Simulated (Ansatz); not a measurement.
Q: ZrO₂ in space group P4_2/nmc (No. 137; Zr on 2a, O on 4d) is relaxed with DFT-PBE in the program Ansatz with PAW potentials. What lattice parameters of the conventional cell result?

A: a = 3.621 Å, c = 5.284 Å.

Q: Give the free coordinates with the occupied sites.

A: In one choice of origin and axes:

```tsv
atom	site	symmetry	x	y	z
Zr	2a	-4m2	0.0000	0.0000	0.0000
O	4d	2mm.	0.5000	0.0000	0.1926
```

Q: Is it a metal or does it have a gap at this level?

A: A gap of 4.04 eV, indirect.

This is a known high-temperature phase of the composition, computed here at zero pressure and temperature. Symmetry was held in the PBE relaxation; its stability against distortions is not shown here. The run is not spin-polarised. Spin–orbit coupling is left out wherever it is not named.

Potentials: the earlier of the program's two PAW sets.
